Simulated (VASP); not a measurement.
Wanted: the native input for a VASP 6.6.1 run.

```yaml
Task: relaxation of the atoms
Functional: optB86b-vdW
Potentials_or_basis: VASP PAW PBE potentials, release 64 (Rh_pv)
Cutoff: 520 eV
k_mesh: 11 × 11 × 1
Occupations: gaussian, width 0.05 eV
Spin: no spin polarisation
Dipole_correction: yes
Atoms_held_fixed_from_0: "[0, 1, 2]"
Further_INCAR_settings: ALGO = Fast; EDIFF = 1e-06; IBRION = 2; EDIFFG = -0.01; NSW = 60
```

The structure of Rh lies in POSCAR:

```
Rh
1.0
    2.6891977995      0.0000000000      0.0000000000
   -1.3445988998      2.3289136102      0.0000000000
    0.0000000000      0.0000000000     25.9786040438
Rh
6
Selective dynamics
Direct
    0.6666666667      0.3333333333      0.2886991151  F F F
    0.3333333333      0.6666666667      0.3732194691  F F F
    0.0000000000      0.0000000000      0.4577398230  F F F
    0.6666666667      0.3333333333      0.5422601770  T T T
    0.3333333333      0.6666666667      0.6267805309  T T T
    0.0000000000      0.0000000000      0.7113008849  T T T
```

The slab is cut from a database's or a generator's crystal, which needn't be the stable form of the element.

The cell isn't the ideal one: the (1 1 1) slab of Rh, cut from the database cell, not relaxed.

These files were run (other wordings do the same):

INCAR

```
PREC = Accurate ; ENCUT = 520
EDIFF = 1E-6 ; ISMEAR = 0
SIGMA = 0.05 ; LREAL = F
LASPH = T ; NELM = 80
ALGO = Fast ; ISIF = 2
LWAVE = F ; LCHARG = F
LDIPOL = T ; IDIPOL = 3
DIPOL = 0.5 0.5 0.500 ; GGA = MK
LUSE_VDW = T ; AGGAC = 0.0
PARAM1 = 0.1234 ; PARAM2 = 1.0
IBRION = 2 ; NSW = 60
EDIFFG = -0.01
```

KPOINTS

```
Automatic mesh
0
Gamma
  11 11 1
```

Potentials or basis: VASP PAW PBE potentials, release 64 (Rh_pv).

Command:

```bash
$ cat potpaw_PBE.64/Rh_pv/POTCAR > POTCAR
$ mpirun -np 1 vasp_std > vasp.out
```

It gave:

```yaml
Energy_gained_by_relaxing: 1.2 meV/atom
Ionic_steps: 11
Band_gap_on_the_k_mesh: none (metal or under the smearing width)
```

It took 53 min on 1 thread of Intel(R) Xeon(R) Platinum 8259CL CPU @ 2.50GHz (Skylake/Cascade Lake), on a shared host, peak memory 0.71 GiB.
